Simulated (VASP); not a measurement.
Input:

```xyz
4
Lattice="1.8054 -3.1270 0.0000 1.8054 3.1270 0.0000 0.0000 0.0000 5.8140" Properties=species:S:1:pos:R:3 pbc="T T T"
In     1.9254    -0.9924     2.9070
In     1.8054     1.0424     0.0000
N      1.8054    -1.0424     5.1105
N      1.8054     1.0424     2.2035
```

These are PBE GGA, VASP's PBE PAW potentials (set 64) (plane waves; VASP 6.6.1) values and carry that method's errors. Settings: 520 eV cut-off, 5×5×3 Γ-centred mesh, Gaussian smearing of 0.050 eV, potentials In_d N.

**Question.** The ions are relaxed. Give the cell that the relaxation ends in.

**Answer.** 
```xyz
4
Lattice="1.8054 -3.1270 0.0000 1.8054 3.1270 0.0000 0.0000 0.0000 5.8140" Properties=species:S:1:pos:R:3 pbc="T T T"
In     1.8352    -1.0296     2.9058
In     1.8354     1.0546     5.8130
N      1.8352    -1.0301     5.1117
N      1.8358     1.0551     2.2045
```
Space group P6_3mc (186), at a tolerance of 0.03 Å.

**Question.** How much energy does the relaxation gain?

**Answer.** The energy (σ→0) changes by -16.0 meV/atom, in 15 ionic steps.

The compound is InN in the wurtzite structure. In the starting cell atoms are displaced from their ideal sites. This run relaxes the ions in a fixed cell. The k-mesh is coarse (spacing up to 0.40 per Å, 2π included), so the numbers may not be converged in it.
